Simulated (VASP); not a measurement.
# WS2 in VASP: notebook, part 2 of 2

VASP 6.6.1. The steps go on from the part before.

## (4) Single point, PBE

Contents of INCAR:

```
SYSTEM = WS2
  PREC = Accurate
  ENCUT = 460
  EDIFF = 1E-7
  ISMEAR = 0
  SIGMA = 0.05
  LREAL = .FALSE.
  LASPH = .TRUE.
  NELM = 120
  ALGO = Normal
  ISIF = 2
  LWAVE = .FALSE.
  LCHARG = .FALSE.
  LDIPOL = .TRUE.
  IDIPOL = 3
  DIPOL = 0.5 0.5 0.500
  GGA = PE
  NBANDS = 72
  LVHAR = .TRUE.
  LVACPOTAV = .TRUE.
```

Contents of KPOINTS:

```
regular mesh
0
G
  8 8 1
  0 0 0
```

Contents of POSCAR:

```
WS2
1.0
    3.1832085601      0.0000000000      0.0000000000
   -1.5916042801      2.7567394787      0.0000000000
    0.0000000000      0.0000000000     41.2869860272
S W
8 4
Direct
    0.3333333300      0.6666666600      0.0968828288
    0.3333333300      0.6666666600      0.1724071509
    0.6666666700      0.3333333400      0.2543186645
    0.6666666700      0.3333333400      0.3298429866
    0.3333333300      0.6666666600      0.6701570134
    0.3333333300      0.6666666600      0.7456813355
    0.6666666700      0.3333333400      0.8275928491
    0.6666666700      0.3333333400      0.9031171712
    0.6666666700      0.3333333400      0.1346423069
    0.3333333300      0.6666666600      0.2920835085
    0.6666666700      0.3333333400      0.7079164915
    0.3333333300      0.6666666600      0.8653576931
```

Potentials or basis: VASP PAW PBE potentials, release 64 (S, W_sv).

On the command line:

```bash
> cat potpaw_PBE.64/S/POTCAR potpaw_PBE.64/W_sv/POTCAR > POTCAR
> mpirun -np 1 vasp_std > vasp.out
```

OUTCAR:

```text
SYSTEM = WS2
   PREC = Accurate
   ENCUT = 460
   EDIFF = 1E-7
   ISMEAR = 0
   LREAL = .FALSE.
   LASPH = .TRUE.
   NELM = 120
   ISIF = 2
   GGA = PE

 Found     10 irreducible k-points:

 Following reciprocal coordinates:
            Coordinates               Weight
  0.000000  0.000000  0.000000      1.000000
  0.125000  0.000000  0.000000      6.000000
  0.250000  0.000000  0.000000      6.000000
  0.375000  0.000000  0.000000      6.000000
  0.500000  0.000000  0.000000      3.000000
  0.125000  0.125000  0.000000      6.000000
   k-points           NKPTS =     10   k-points in BZ     NKDIM =     10   number of bands    NBANDS=     72
   number of dos      NEDOS =    301   number of ions     NIONS =     12
   total plane-waves  NPLWV = 169344
   dimension x,y,z NGX =    24 NGY =   24 NGZ =  294
   dimension x,y,z NGXF=    48 NGYF=   48 NGZF=  588
   ions per type =               8   4
   NGX,Y,Z   is equivalent  to a cutoff of  12.53, 12.53, 11.84 a.u.
   NGXF,Y,Z  is equivalent  to a cutoff of  25.07, 25.07, 23.68 a.u.
 SYSTEM =  WS2
   PREC   = accura    normal or accurate (medium, high low for compatibility)
   ISTART =      0    job   : 0-new  1-cont  2-samecut
   ICHARG =      2    charge: 1-file 2-atom 10-const
   ISPIN  =      1    spin polarized calculation?
   LNONCOLLINEAR =      F non collinear calculations
   LSORBIT =      F    spin-orbit coupling
   LASPH  =      T    aspherical Exc in radial PAW
   ENCUT  =  460.0 eV  33.81 Ry    5.81 a.u.   5.57  5.57 72.20*2*pi/ulx,y,z
   NELM   =    120;   NELMIN=  2; NELMDL= -5     # of ELM steps
   EDIFF  = 0.1E-06   stopping-criterion for ELM
   LREAL  =      F    real-space projection
   EDIFFG = 0.1E-05   stopping-criterion for IOM
   NSW    =      0    number of steps for IOM
   IBRION =     -1    ionic relax: 0-MD 1-quasi-New 2-CG
   NFREE  =      0    steps in history (QN), initial steepest desc. (CG)
   ISIF   =      2    stress and relaxation
   ISYM   =      2    0-nonsym 1-usesym 2-fastsym
   POTIM  = 0.5000    time-step for ionic-motion
   TEBEG  =    0.0;   TEEND  =   0.0 temperature during run
   PSTRESS=    0.0 pullay stress
   NELECT =     104.0000    total number of electrons
   NUPDOWN=      -1.0000    fix difference up-down
   EMIN   =  10.00;   EMAX   =-10.00  energy-range for DOS
   EFERMI =   0.00;   METHOD = LEGACY
   ISMEAR =     0;   SIGMA  =   0.05  broadening in eV -4-tet -1-fermi 0-gaus
   EFERMI_NEDOS =   21; number of points for ismear=-14 and -15
   IALGO  =     38    algorithm
   IMIX   =      4    mixing-type and parameters
     AMIX     =   0.40;   BMIX     =  1.00
     AMIX_MAG =   1.60;   BMIX_MAG =  1.00
  volume/ion in A,a.u.               =      30.19       203.75
  Fermi-wavevector in a.u.,A,eV,Ry     =   1.079928  2.040767 15.867706  1.166243
  Thomas-Fermi vector in A             =   2.215905
   LORBIT       =      0    0 simple, 1 ext, 2 COOP (PROOUT), +10 PAW based schemes
   GGA     = PE    functional components
   LHFCALC =     F    Hartree Fock is set to
   AEXX    =    0.0000 exact exchange contribution
   IVDW    =     0    specifies the selected vdW correction
   LEPSILON=     F    determine dielectric tensor
   LRPA    =     F    only Hartree local field effects (RPA)
 non-spin polarized calculation
 Gauss-broadening in eV      SIGMA  =   0.05
  energy-cutoff  :      460.00
  volume of cell :      362.30
 maximum number of plane-waves:      8221
 NGX is ok and might be reduce to    24
   NGX = 11   NGY = 11   NGZ =145

 number of electron     104.0000000 magnetization

 dipolmoment           0.000000      0.000000      0.000000 electrons x Angstroem

 Free energy of the ion-electron system (eV)
  ---------------------------------------------------
  ext. energy  EPLUGINS =         0.00000000
  ---------------------------------------------------
  free energy    TOTEN  =       -94.66253236 eV

  energy without entropy =      -94.66253236  energy(sigma->0) =      -94.66253236

 E-fermi :   2.3698     XC(G=0):  -6.9944

 val. band max:        1.9798144426   @ k =   0.0000   0.0000   0.0000
 cond. band min:       3.7109257834   @ k =   0.2500   0.1250   0.0000
 fundamental gap:      1.7311113408
 Fermi energy:         2.3697595181

 k-point     1 :       0.0000    0.0000    0.0000
  band No.  band energies     occupation
      1     -72.3471      2.00000
      2     -72.3471      2.00000
      3     -72.3471      2.00000
      4     -72.3471      2.00000
      5     -36.5843      2.00000
      6     -36.5843      2.00000
[... 56 lines left out ...]
     63       4.7184      0.00000
     64       4.7184      0.00000

 k-point     2 :       0.1250    0.0000    0.0000
  band No.  band energies     occupation
      1     -72.3446      2.00000
      2     -72.3446      2.00000
      3     -72.3446      2.00000
      4     -72.3446      2.00000
      5     -36.5753      2.00000
      6     -36.5753      2.00000
[... 56 lines left out ...]
     63       4.5536      0.00000
     64       4.5536      0.00000

 k-point     3 :       0.2500    0.0000    0.0000
  band No.  band energies     occupation
      1     -72.3387      2.00000
      2     -72.3387      2.00000
      3     -72.3387      2.00000
      4     -72.3387      2.00000
      5     -36.6073      2.00000
      6     -36.6073      2.00000
[... 56 lines left out ...]
     63       5.0344      0.00000
     64       5.0365      0.00000

 k-point     4 :       0.3750    0.0000    0.0000
  band No.  band energies     occupation
      1     -72.3328      2.00000
      2     -72.3328      2.00000
      3     -72.3328      2.00000
      4     -72.3328      2.00000
      5     -36.7232      2.00000
      6     -36.7232      2.00000
[... 56 lines left out ...]
     63       5.7172      0.00000
     64       5.7194      0.00000

 k-point     5 :       0.5000    0.0000    0.0000
  band No.  band energies     occupation
      1     -72.3304      2.00000
      2     -72.3304      2.00000
      3     -72.3303      2.00000
      4     -72.3303      2.00000
      5     -36.7706      2.00000
      6     -36.7706      2.00000
[... 56 lines left out ...]
     63       5.9030      0.00000
     64       5.9042      0.00000

 k-point     6 :       0.1250    0.1250    0.0000
  band No.  band energies     occupation
      1     -72.3405      2.00000
      2     -72.3405      2.00000
      3     -72.3404      2.00000
      4     -72.3404      2.00000
      5     -36.5674      2.00000
      6     -36.5674      2.00000
[... 56 lines left out ...]
     63       4.6305      0.00000
     64       4.6305      0.00000

 [... further k-points ...]

 [bands above 64 left out]

------------------------ aborting loop because EDIFF is reached ----------------------------------------

  FORCE on cell =-STRESS in cart. coord.  units (eV):
  Direction    XX          YY          ZZ          XY          YZ          ZX
  --------------------------------------------------------------------------------------
  -------------------------------------------------------------------------------------
  Total        1.7832604      1.7832604      3.7644494     -0.0000000      0.0000000     -0.0000000
  in kB        7.8859013      7.8859013     16.6470793     -0.0000000      0.0000000     -0.0000000
  external PRESSURE =      10.8062940 kB  Pullay stress =       0.0000000 kB

 VOLUME and BASIS-vectors are now :
 -----------------------------------------------------------------------------
  energy-cutoff  :      460.00
  volume of cell :      362.30
      direct lattice vectors                 reciprocal lattice vectors
     3.183208560  0.000000000  0.000000000     0.314148439  0.181373686  0.000000000
    -1.591604280  2.756739479  0.000000000     0.000000000  0.362747372  0.000000000
     0.000000000  0.000000000 41.286986027     0.000000000  0.000000000  0.024220707

 POSITION                                       TOTAL-FORCE (eV/Angst)
 -----------------------------------------------------------------------------------
     -0.00000      1.83783      4.00000         0.000000      0.000000     -0.275032
     -0.00000      1.83783      7.11817        -0.000000     -0.000000      0.229569
      1.59160      0.91891     10.50005         0.000000      0.000000     -0.229740
      1.59160      0.91891     13.61822        -0.000000     -0.000000      0.275091
     -0.00000      1.83783     27.66876        -0.000000      0.000000     -0.275091
     -0.00000      1.83783     30.78693        -0.000000     -0.000000      0.229740
      1.59160      0.91891     34.16881         0.000000     -0.000000     -0.229569
      1.59160      0.91891     37.28699         0.000000      0.000000      0.275032
      1.59160      0.91891      5.55898        -0.000000     -0.000000     -0.012249
     -0.00000      1.83783     12.05925         0.000000     -0.000000      0.012091
      1.59160      0.91891     29.22774        -0.000000      0.000000     -0.012091
     -0.00000      1.83783     35.72801         0.000000      0.000000      0.012249
 -----------------------------------------------------------------------------------
    total drift:                               -0.000000      0.000000      0.000000

  FREE ENERGIE OF THE ION-ELECTRON SYSTEM (eV)
  ---------------------------------------------------
  free  energy   TOTEN  =       -94.6625323620 eV

  energy  without entropy=      -94.6625323620  energy(sigma->0) =      -94.66253236
```

Wall time 5.6 min (1 thread of AMD EPYC 9R45 (Zen 5), shared host); peak memory 0.46 GiB.

These settings aren't checked as converged: the numbers below hold their error.

Results:

```
Free energy            : -94.6625 eV
Largest force          : 0.275 eV/Å
Band gap on the k mesh : 1.73 eV, indirect (least direct gap 2.23 eV)
```

Caveat: spin-orbit coupling is left out, which moves the levels of the heavy elements.

## (5) Single point, PBE

This run uses another cell than the first one, of 31.65 Å³/atom, 1.048 times its volume.

INCAR is that of step 4.

KPOINTS is that of step 4.

Contents of POSCAR:

```
WS2
1.0
    3.1832085601      0.0000000000      0.0000000000
   -1.5916042801      2.7567394787      0.0000000000
    0.0000000000      0.0000000000     43.2869860272
S W
8 4
Direct
    0.3333333300      0.6666666600      0.1155081575
    0.3333333300      0.6666666600      0.1875430094
    0.6666666700      0.3333333400      0.2656699439
    0.6666666700      0.3333333400      0.3377047958
    0.3333333300      0.6666666600      0.6622952042
    0.3333333300      0.6666666600      0.7343300561
    0.6666666700      0.3333333400      0.8124569906
    0.6666666700      0.3333333400      0.8844918425
    0.6666666700      0.3333333400      0.1515230245
    0.3333333300      0.6666666600      0.3016899288
    0.6666666700      0.3333333400      0.6983100712
    0.3333333300      0.6666666600      0.8484769755
```

Potentials or basis: VASP PAW PBE potentials, release 64 (S, W_sv).

On the command line:

```bash
> cat potpaw_PBE.64/S/POTCAR potpaw_PBE.64/W_sv/POTCAR > POTCAR
> mpirun -np 1 vasp_std > vasp.out
```

OUTCAR:

```text
SYSTEM = WS2
   PREC = Accurate
   ENCUT = 460
   EDIFF = 1E-7
   ISMEAR = 0
   LREAL = .FALSE.
   LASPH = .TRUE.
   NELM = 120
   ISIF = 2
   GGA = PE

 Found     10 irreducible k-points:

 Following reciprocal coordinates:
            Coordinates               Weight
  0.000000  0.000000  0.000000      1.000000
  0.125000 -0.000000  0.000000      6.000000
  0.250000 -0.000000  0.000000      6.000000
  0.375000 -0.000000  0.000000      6.000000
  0.500000 -0.000000  0.000000      3.000000
  0.125000  0.125000  0.000000      6.000000
   k-points           NKPTS =     10   k-points in BZ     NKDIM =     10   number of bands    NBANDS=     72
   number of dos      NEDOS =    301   number of ions     NIONS =     12
   total plane-waves  NPLWV = 184320
   dimension x,y,z NGX =    24 NGY =   24 NGZ =  320
   dimension x,y,z NGXF=    48 NGYF=   48 NGZF=  640
   ions per type =               8   4
   NGX,Y,Z   is equivalent  to a cutoff of  12.53, 12.53, 12.29 a.u.
   NGXF,Y,Z  is equivalent  to a cutoff of  25.07, 25.07, 24.58 a.u.
 SYSTEM =  WS2
[... 472 lines left out ...]
 [bands above 64 left out]

------------------------ aborting loop because EDIFF is reached ----------------------------------------

  FORCE on cell =-STRESS in cart. coord.  units (eV):
  Direction    XX          YY          ZZ          XY          YZ          ZX
  --------------------------------------------------------------------------------------
  -------------------------------------------------------------------------------------
  Total        1.7837273      1.7837273      3.7674410     -0.0000000     -0.0000000     -0.0000000
  in kB        7.5235164      7.5235164     15.8905479     -0.0000000     -0.0000000     -0.0000000
  external PRESSURE =      10.3125269 kB  Pullay stress =       0.0000000 kB

 VOLUME and BASIS-vectors are now :
 -----------------------------------------------------------------------------
  energy-cutoff  :      460.00
  volume of cell :      379.86
      direct lattice vectors                 reciprocal lattice vectors
     3.183208560  0.000000000  0.000000000     0.314148439  0.181373686  0.000000000
    -1.591604280  2.756739479  0.000000000     0.000000000  0.362747372  0.000000000
     0.000000000  0.000000000 43.286986027     0.000000000  0.000000000  0.023101632

 POSITION                                       TOTAL-FORCE (eV/Angst)
 -----------------------------------------------------------------------------------
     -0.00000      1.83783      5.00000        -0.000000     -0.000000     -0.275206
     -0.00000      1.83783      8.11817        -0.000000     -0.000000      0.229830
      1.59160      0.91891     11.50005        -0.000000      0.000000     -0.229767
      1.59160      0.91891     14.61822        -0.000000      0.000000      0.275293
     -0.00000      1.83783     28.66876         0.000000     -0.000000     -0.275293
     -0.00000      1.83783     31.78693         0.000000      0.000000      0.229767
      1.59160      0.91891     35.16881         0.000000      0.000000     -0.229830
      1.59160      0.91891     38.28699         0.000000     -0.000000      0.275206
      1.59160      0.91891      6.55898        -0.000000      0.000000     -0.012554
     -0.00000      1.83783     13.05925         0.000000      0.000000      0.012544
      1.59160      0.91891     30.22774        -0.000000     -0.000000     -0.012544
     -0.00000      1.83783     36.72801         0.000000     -0.000000      0.012554
 -----------------------------------------------------------------------------------
    total drift:                                0.000000      0.000000      0.000000

  FREE ENERGIE OF THE ION-ELECTRON SYSTEM (eV)
  ---------------------------------------------------
  free  energy   TOTEN  =       -94.6618635783 eV

  energy  without entropy=      -94.6618635783  energy(sigma->0) =      -94.66186358

 vacuum level on the upper side and lower side of the slab         7.025         7.025
```

OSZICAR:

```text
N       E                     dE             d eps       ncg     rms          rms(c)
DAV:   1     0.995256938169E+03    0.99526E+03   -0.51859E+04  1664   0.120E+03
DAV:   2    -0.267840457262E+02   -0.10220E+04   -0.98416E+03  1760   0.344E+02
DAV:   3    -0.976247066081E+02   -0.70841E+02   -0.69471E+02  1744   0.898E+01
[... 20 lines left out ...]
DAV:  24    -0.946618598817E+02   -0.22824E-05   -0.32006E-08  1160   0.525E-04    0.527E-04
DAV:  25    -0.946618618953E+02   -0.20136E-05   -0.70620E-08  1176   0.362E-04    0.453E-04
DAV:  26    -0.946618632335E+02   -0.13382E-05   -0.42349E-08  1160   0.246E-04    0.303E-04
DAV:  27    -0.946618635031E+02   -0.26955E-06   -0.86001E-09  1072   0.157E-04    0.157E-04
DAV:  28    -0.946618635783E+02   -0.75253E-07   -0.66907E-09  1048   0.127E-04
   1 F= -.94661864E+02 E0= -.94661864E+02  d E =-.196269E-29
```

Wall time 6.5 min (1 thread of AMD EPYC 9R45 (Zen 5), shared host); peak memory 0.48 GiB.

These settings aren't checked as converged: the numbers below hold their error.

Results:

- Free energy: -94.6619 eV
- Largest force: 0.275 eV/Å
- Band gap on the k mesh: 1.73 eV, indirect (least direct gap 2.23 eV)
- Ionisation potential of the upper face: 5.39 eV

Caveat: spin-orbit coupling is left out, which moves the levels of the heavy elements.
